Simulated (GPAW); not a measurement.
Crystal: CaO.

```
CELL_PARAMETERS angstrom
0.00000 2.40356 2.40356
2.40356 0.00000 2.40356
2.40356 2.40356 0.00000
ATOMIC_POSITIONS crystal
Ca 0.00000 0.00000 0.00000
O 0.50000 0.50000 0.50000
```

The cell is a database's computed one.

Base run:

```yaml
Program: GPAW 26.7.0
Functional: r2SCAN
Potentials_or_basis: GPAW PAW data sets (gpaw-data 1.2.1)
Cutoff: 800 eV
Basis: pw
k_mesh: 10 × 10 × 10
Occupations: fermi-dirac, width 0.05 eV
Spin: no spin polarisation
```

Its results: band gap on the k mesh 4.24 eV, indirect (least direct gap 4.62 eV); pressure 0.0 GPa.

Question: The run is repeated on the same cell with these changes: functional from r2SCAN to PBE; band points from 80 to 100. What comes out?

Answer: Band gap on the k mesh 3.69 eV, indirect (least direct gap 4.07 eV); pressure 2.2 GPa.

Caveats: the PAW data sets were made with another functional, which shifts forces and pressure a little (some runs).

Not every run made on this cell is shown here.
